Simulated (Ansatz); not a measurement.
## CuCl2: relaxation of cell and atoms with PBEsol+U

CuCl2:

```xyz
3
Lattice="4.5206 0.0000 0.0000 0.0000 4.5206 0.0000 0.0000 0.0000 4.3177" Properties=species:S:1:pos:R:3 pbc="T T T"
Cu    0.0000    0.0000    0.0000
Cl    0.0000    2.2603    0.0000
Cl    2.2603    0.0000    0.0000
```

Measurements of this composition are mostly on another form, of space group No. 12.

| Property | Result |
| --- | --- |
| Program | Ansatz 0.2.0 |
| Task | relaxation of cell and atoms |
| Functional | PBEsol |
| Potentials or basis | Ansatz PAW |
| Cutoff | 420 eV (not typed: the program's choice for these potentials) |
| k mesh | 6 × 6 × 6 |
| Occupations | fermi-dirac, width 0.05 eV |
| Spin | no spin polarisation |
| Hubbard terms | Cu d U = 6 eV |
| Hubbard projectors | ortho-atomic (the default) |
| Double counting | fll (the default) |

```yaml
Relaxed_volume: 28.94 Å³/atom
Relaxed_cell: a = 4.481 Å, b = 4.481 Å, c = 4.325 Å, α = 90.00°, β = 90.00°, γ = 90.00°
Space_group_after_relaxing_to_0.05_Å: P4/mmm (No. 123)
Energy_gained_by_relaxing: 2.1 meV/atom
Ionic_steps: 4
Pressure_after_relaxing: 0.0 GPa
Band_gap_on_the_k_mesh: none (metal or under the smearing width)
```

Step by step:
```tsv
step	energy change (eV)	largest force (eV/Å)	volume (Å³)
1	0.0000	0.0000	88.24
2	-0.0048	0.0000	87.55
3	-0.0066	0.0000	86.82
4	-0.0064	0.0000	86.82
```

Final structure:
```yaml
crystal:
  lattice:
    - [4.48054, 0.00000, 0.00000]
    - [0.00000, 4.48054, 0.00000]
    - [0.00000, 0.00000, 4.32456]
  atoms:
    - { symbol: Cu, position: [0.00000, 0.00000, 0.00000] }
    - { symbol: Cl, position: [0.00000, 0.50000, 0.00000] }
    - { symbol: Cl, position: [0.50000, 0.00000, 0.00000] }
```

Levels at points of the mesh, in eV from the Fermi level:
```tsv
k point	band 15	band 16	band 17	band 18	band 19	band 20
(0.00, 0.00, 0.00)	-0.70	-0.59	-0.59	3.21	6.50	9.48
(0.00, 0.00, -0.50)	-1.01	-0.57	-0.57	4.03	7.17	8.88
(0.00, -0.50, 0.00)	-1.13	-0.78	-0.60	6.41	7.88	8.65
(0.00, -0.50, -0.50)	-0.99	-0.92	-0.74	5.98	7.84	8.76
(-0.50, -0.50, 0.00)	-0.58	0.30	1.88	6.98	8.22	8.22
(-0.50, -0.50, -0.50)	-0.87	0.32	1.90	4.56	7.79	9.08
```

Eigenvalues of the final occupation matrices:
| site | spin | trace | eigenvalues |
| --- | --- | --- | --- |
| site 1 | 1 | 4.86 | 0.88 0.99 1.00 1.00 1.00 |

Run time: 24 s on 2 threads of Intel(R) Xeon(R) Processor @ 2.50GHz (Skylake/Cascade Lake), on a shared host, peak memory 0.46 GiB.

Caveat: the plane-wave basis is chosen anew once the cell has moved, so the energies of steps on either side of that aren't comparable; this functional lacks dispersion, which binds the layers, so the pressure and a relaxed spacing across them are unreliable; an odd number of electrons without spin polarisation forces a metal; a magnetic or distorted state may lie lower; the run has no spin polarisation, though such a crystal can be magnetic; U without spin polarisation on a metal has little footing; the PAW data sets come from PBE, with cores solved anew for the run's functional, which leaves a small shift of forces and pressure.
